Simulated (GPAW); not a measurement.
# HfO2 (Fm-3m) in GPAW: notebook

Aim: see how the results for HfO2 move with the level of theory and the settings. Levels: r2SCAN, LDA. Tasks: single point.

Everything below comes from runs of GPAW 26.7.0. Logs are shortened: lines on timing, memory, paths and dates and some standing lists are left out, and cuts for length are marked. The log counts tension as positive stress, the text compression.

## Step 1: Starting point

It takes space group Fm-3m (No. 225, cubic). The conventional cell has a = 5.115 Å, b = 5.115 Å, c = 5.115 Å, α = 90.00°, β = 90.00°, γ = 90.00°. Around Hf (site symmetry m-3m) lie 8 O at 2.21 Å. O (site symmetry -43m) is surrounded by 4 Hf at 2.21 Å.

Measurements of this composition are mostly on another form, of space group No. 14.

## Step 2: Single point, r2SCAN

Contents of run.py:

```python
from ase.dft.bandgap import bandgap
from ase.io import write
from ase.spacegroup import crystal
from ase.units import GPa
from gpaw import GPAW, PW

# Hf 4a
# O 8c
atoms = crystal(['Hf', 'O'],
                basis=[[0.0, 0.0, 0.0],
                       [0.25, 0.25, 0.75]],
                spacegroup=225, setting=1,  # Fm-3m
                cellpar=[5.115, 5.115, 5.115, 90.0, 90.0, 90.0],
                primitive_cell=True)

calc = GPAW(mode=PW(550),
            xc='MGGA_X_R2SCAN+MGGA_C_R2SCAN',
            kpts={'size': (7, 7, 7), 'gamma': True},
            occupations={'name': 'fermi-dirac', 'width': 0.05},
            nbands=24,
            maxiter=120,
            txt='gpaw.txt')
atoms.calc = calc
energy = atoms.get_potential_energy()
forces = atoms.get_forces()
stress = atoms.get_stress()
calc.write('gs.gpw')
write('result.traj', atoms)
print(f'Energy: {energy:.6f} eV')
print('Forces (eV/A):')
print(forces.round(4))
print('Stress (GPa):', (stress / GPa).round(3))
print('Fermi level:', round(calc.get_fermi_level(), 4), 'eV')
print(f'Gap: {bandgap(calc)[0]:.4f} eV, direct: {bandgap(calc, direct=True)[0]:.4f} eV')
```

Potentials or basis: GPAW PAW data sets (gpaw-data 1.2.1), pw.

Launch:

```sh
OMP_NUM_THREADS=1 python run.py
```

gpaw.txt:

```text
__  _  _
 | _ |_)|_||  |
 |__||  | ||/\| - 26.7.0

Input parameters:
  mode=PW(ecut=550.0),
  kpts=MonkhorstPack(size=(7, 7, 7), gamma=True),
  maxiter=120,
  nbands=24,
  occupations=Occupations(name='fermi-dirac', width=0.05),
  xc=XC(name='MGGA_X_R2SCAN+MGGA_C_R2SCAN')

Diagonalizing LCAO Hamiltonian
Converting LCAO to pw mode

                   O

           O

       Hf

Atoms  # Å, Bohr magnetons
|   | symbol |        x |        y |        z |    initial magnetic moments |
|---|--------|----------|----------|----------|-----------------------------|
| 0 |     Hf | 0.000000 | 0.000000 | 0.000000 | ( 0.0000,  0.0000,  0.0000) |
| 1 |      O | 3.836250 | 3.836250 | 3.836250 | ( 0.0000,  0.0000,  0.0000) |
| 2 |      O | 1.278750 | 1.278750 | 1.278750 | ( 0.0000,  0.0000,  0.0000) |

Unit cell  # Å
| periodic |        x |        y |        z |  lengths |    angles |
|----------|----------|----------|----------|----------|-----------|
|      yes | 0.000000 | 2.557500 | 2.557500 | 3.616851 | 60.000000 |
|      yes | 2.557500 | 0.000000 | 2.557500 | 3.616851 | 60.000000 |
|      yes | 2.557500 | 2.557500 | 0.000000 | 3.616851 | 60.000000 |

Number of symmetries: 48
Symmetry operations  # r_c * U_cc + t_c -> r_c
|    | kind |            matrix            |
|----|------|------------------------------|
|  0 |  σ   |  1, 0, 0,  1, 0,-1,  1,-1, 0 |
|  1 |  C2  |  1, 0, 0,  1,-1, 0,  1, 0,-1 |
|  2 |  E   |  1, 0, 0,  0, 1, 0,  0, 0, 1 |
|  3 |  σ   |  1, 0, 0,  0, 0, 1,  0, 1, 0 |
|  4 |  C4  |  1, 0,-1,  1, 0, 0,  1,-1, 0 |
|  5 |  S6  |  1, 0,-1,  1,-1, 0,  1, 0, 0 |
|  6 |  σ   |  1, 0,-1,  0, 1,-1,  0, 0,-1 |
|  7 |  C3  |  1, 0,-1,  0, 0,-1,  0, 1,-1 |
|  8 |  S6  |  1,-1, 0,  1, 0, 0,  1, 0,-1 |
|  9 |  C4  |  1,-1, 0,  1, 0,-1,  1, 0, 0 |
| 10 |  C3  |  1,-1, 0,  0,-1, 1,  0,-1, 0 |
| 11 |  σ   |  1,-1, 0,  0,-1, 0,  0,-1, 1 |
| 12 |  σ   |  0, 1, 0,  1, 0, 0,  0, 0, 1 |
| 13 |  C4  |  0, 1, 0,  0, 1,-1, -1, 1, 0 |
| 14 |  C3  |  0, 1, 0,  0, 0, 1,  1, 0, 0 |
| 15 |  S6  |  0, 1, 0, -1, 1, 0,  0, 1,-1 |
| 16 |  C2  |  0, 1,-1,  1, 0,-1,  0, 0,-1 |
| 17 |  σ   |  0, 1,-1,  0, 1, 0, -1, 1, 0 |
| 18 |  S4  |  0, 1,-1,  0, 0,-1,  1, 0,-1 |
| 19 |  C4  |  0, 1,-1, -1, 1, 0,  0, 1, 0 |
| 20 |  C3  |  0, 0, 1,  1, 0, 0,  0, 1, 0 |
| 21 |  σ   |  0, 0, 1,  0, 1, 0,  1, 0, 0 |
| 22 |  S6  |  0, 0, 1,  0,-1, 1, -1, 0, 1 |
| 23 |  C4  |  0, 0, 1, -1, 0, 1,  0,-1, 1 |
| 24 |  S4  |  0, 0,-1,  1, 0,-1,  0, 1,-1 |
| 25 |  C3  |  0, 0,-1,  0, 1,-1,  1, 0,-1 |
| 26 |  C2  |  0, 0,-1,  0,-1, 0, -1, 0, 0 |
| 27 |  S6  |  0, 0,-1, -1, 0, 0,  0,-1, 0 |
| 28 |  S4  |  0,-1, 1,  1,-1, 0,  0,-1, 0 |
| 29 |  C4  |  0,-1, 1,  0, 0, 1, -1, 0, 1 |
| 30 |  C2  |  0,-1, 1,  0,-1, 0,  1,-1, 0 |
| 31 |  σ   |  0,-1, 1, -1, 0, 1,  0, 0, 1 |
| 32 |  C3  |  0,-1, 0,  1,-1, 0,  0,-1, 1 |
| 33 |  S6  |  0,-1, 0,  0, 0,-1, -1, 0, 0 |
| 34 |  S4  |  0,-1, 0,  0,-1, 1,  1,-1, 0 |
| 35 |  C2  |  0,-1, 0, -1, 0, 0,  0, 0,-1 |
| 36 |  C2  | -1, 1, 0,  0, 1, 0,  0, 1,-1 |
| 37 |  S6  | -1, 1, 0,  0, 1,-1,  0, 1, 0 |
| 38 |  S4  | -1, 1, 0, -1, 0, 1, -1, 0, 0 |
| 39 |  C3  | -1, 1, 0, -1, 0, 0, -1, 0, 1 |
| 40 |  S6  | -1, 0, 1,  0, 0, 1,  0,-1, 1 |
| 41 |  C2  | -1, 0, 1,  0,-1, 1,  0, 0, 1 |
| 42 |  C3  | -1, 0, 1, -1, 1, 0, -1, 0, 0 |
| 43 |  S4  | -1, 0, 1, -1, 0, 0, -1, 1, 0 |
| 44 |  C2  | -1, 0, 0,  0, 0,-1,  0,-1, 0 |
| 45 |  i   | -1, 0, 0,  0,-1, 0,  0, 0,-1 |
[... 75 lines left out ...]
  O:
    name:    Oxygen
    Z:       8.0
    valence: 6
    core:    2
    charge:  0.0  # [|e|]
    compensation charges:
      type: gauss
      rc: 0.21  # [Å]
      lmax: 2
    cutoffs:
      filter: 1.17  # [Å]
      core: 0.83  # [Å]
    projectors
    | kind |    occ | energy [eV] | rcut [Å] |
    |------|--------|-------------|----------|
    |   2s |  2.000 |     -23.961 |    0.688 |
    |   2p |  4.000 |      -9.029 |    0.598 |
    |    s |        |       3.251 |    0.688 |
    |    p |        |      18.182 |    0.598 |
    |    d |        |       0.000 |    0.619 |

    Using partial waves for O as LCAO basis

Reference energy: -413967.819878  # eV

eigensolver:
  PPCG
  Converge bands: occupied
  niter=2

density mixing:
  MSR1-Mixer
  Pratt-step length: 0.05
  Maximum mixing coefficient: 0.75
  Old densities: 10
  SVD Regularization: 0.005
  Good broyden scale: 1.0
  Trust region scale: 1.0
  Backstep threshold: 4.0
  History deletion threshold: 6.0
  Fourier metric: weight=20.0, sigma=0.015

occupation numbers:
  Fermi-Dirac:
    width: 0.0500  # eV

poisson solver:
  ecut: 4400.0  # eV

xc functional:
  name: MGGA_X_R2SCAN+MGGA_C_R2SCAN with 2 nearest neighbor stencil

convergence criteria:
- Maximum [total energy] change in last 3 cyles: 0.0005 eV / valence electron
- Maximum integral of absolute [dens]ity change: 0.0001 electrons / valence electron
- Maximum integral of absolute [eigenst]ate change: 4e-08 eV^2 / valence electron
maximum number of iterations: 120

SCF iterations
|iter     | |      energy | eigst |  dens |
|---------|-|-------------|-------|-------|
|iter:   1| |  -55.001776 | -0.24 |       |
|iter:   2| |  -46.152395 | -1.62 | -0.80 |
|iter:   3| |  -43.852328 | -0.91 | -0.84 |
|iter:   4| |  -43.554178 | -1.64 | -1.27 |
|iter:   5| |  -43.567626 | -2.86 | -1.68 |
|iter:   6| |  -43.565526 | -4.31 | -2.47 |
|iter:   7| |  -43.565548c| -5.52 | -3.14 |
|iter:   8| |  -43.565552c| -7.00 | -3.74 |
|iter:   9| |  -43.565551c| -8.01c| -4.42c|

Converged in 9 steps
Energy contributions relative to reference atoms: (reference = -413967.819878)

Energy contributions:
  Kinetic:          22.145739
  Coulomb:         -24.957717
  Zero:             -0.116032
  External:          0.000000
  Xc:              -40.637541
  Entropy:          -0.000000
  Spinorbit:         0.000000
  ----------------------------
  Free energy:     -43.565551
  Extrapolated:    -43.565551

dipole moment: (-18.600958, -18.600958, -18.600958)  # |e|*Ang

Fermi level: 9.703
Eigenvalues  # (at kpt = [0.000, 0.000, 0.000])
| band index |      eig [eV] | occ [0-2] |
|------------|---------------|-----------|
|          0 |       -55.149 |     2.000 |
|        ... |               |           |
|          4 |       -11.795 |     2.000 |
|          5 |        -8.942 |     2.000 |
|          6 |         2.469 |     2.000 |
|          7 |         2.470 |     2.000 |
|          8 |         2.470 |     2.000 |
|          9 |         7.143 |     2.000 |
[... 8 lines left out ...]
|         18 |        22.530 |     0.000 |
|         19 |        22.530 |     0.000 |
|        ... |               |           |
|         23 |        33.229 |     0.000 |

Gap: 4.390 eV
Transition (v -> c):
  (s=0, k=15, n=11, [0.43, 0.43, -0.14]) -> (s=0, k=16, n=12, [0.43, 0.43, 0.00])
Direct/indirect transitions are different
Direct gap: 4.543 eV
Transition at: (s=0, k=15, n=11, [0.43, 0.43, -0.14])

Forces  # eV/Ang
|        x |       y |       z |
|----------|---------|---------|
| -0.00000 | 0.00000 | 0.00000 |  # Hf   0
|  0.00000 | 0.00000 | 0.00000 |  # O    1
|  0.00000 | 0.00000 | 0.00000 |  # O    2

Stress tensor  # eV/Ang^3
|         x |         y |         z |
|-----------|-----------|-----------|
|  0.119499 | -0.000000 | -0.000000 |
| -0.000000 |  0.119499 |  0.000000 |
| -0.000000 |  0.000000 |  0.119499 |

# Writing to gs.gpw (mode='')
```

Run time: 20 s. Hardware: 1 thread of Arm Neoverse V2, shared host; peak memory 0.27 GiB.

These settings aren't checked as converged: the numbers below hold their error.

What came out:

- Free energy: -43.5656 eV
- Pressure: -19.1 GPa
- Band gap on the k mesh: 4.39 eV, indirect (least direct gap 4.54 eV)

Caveat: the cutoff is short for stress and forces, so pressures can be off by a GPa or more; the PAW data sets were made with another functional, which shifts forces and pressure a little; spin-orbit coupling is left out, which moves the levels of the heavy elements; an odd mesh through Γ misses points on the zone boundary, where band edges often lie.

## Step 3: Single point, LDA

Contents of run.py:

```python
from ase import Atoms
from ase.dft.bandgap import bandgap
from ase.io import write
from ase.units import GPa
from gpaw import GPAW, PW

atoms = Atoms(['Hf', 'O', 'O'],
              cell=[[0.0, 2.5575, 2.5575],
                    [2.5575, 0.0, 2.5575],
                    [2.5575, 2.5575, 0.0]],
              scaled_positions=[[0.0, 0.0, 0.0],
                                [0.75, 0.75, 0.75],
                                [0.25, 0.25, 0.25]],
              pbc=True)

calc = GPAW(mode=PW(600),
            xc='LDA',
            kpts={'size': (7, 7, 7), 'gamma': True},
            occupations={'name': 'fermi-dirac', 'width': 0.05},
            nbands=24,
            maxiter=120,
            txt='gpaw.txt')
atoms.calc = calc
energy = atoms.get_potential_energy()
forces = atoms.get_forces()
stress = atoms.get_stress()
calc.write('gs.gpw')
write('result.traj', atoms)
print(f'Energy: {energy:.6f} eV')
print('Forces (eV/A):')
print(forces.round(4))
print('Stress (GPa):', (stress / GPa).round(3))
print('Fermi level:', round(calc.get_fermi_level(), 4), 'eV')
print(f'Gap: {bandgap(calc)[0]:.4f} eV, direct: {bandgap(calc, direct=True)[0]:.4f} eV')
```

Potentials or basis: the program's PAW data sets (release 1.2.1) made for this functional, pw.

Launch:

```sh
OMP_NUM_THREADS=1 python run.py
```

Run time: 13 s. Hardware: 1 thread of Arm Neoverse V2, shared host; peak memory 0.15 GiB.

It converged, with:

- Free energy: -30.7298 eV
- Pressure: -23.2 GPa
- Band gap on the k mesh: 3.70 eV, indirect (least direct gap 3.87 eV)

Levels at points of the mesh, in eV from the valence-band top:
| k point | band 8 | band 9 | band 10 | band 11 | band 12 | band 13 | band 14 | band 15 | band 16 | band 17 |
| --- | --- | --- | --- | --- | --- | --- | --- | --- | --- | --- |
| (0.00, 0.00, 0.00) | -5.17 | -5.17 | -0.53 | -0.53 | -0.53 | 3.70 | 3.70 | 5.56 | 10.09 | 10.09 |

Caveat: the cutoff is short for stress and forces, so pressures can be off by a GPa or more; so large a pressure means that the cell lies far from this level's equilibrium, or that cutoff or potentials fall short; spin-orbit coupling is left out, which moves the levels of the heavy elements; an odd mesh through Γ misses points on the zone boundary, where band edges often lie. LDA gaps usually lie below the measured ones, often by a third to a half.
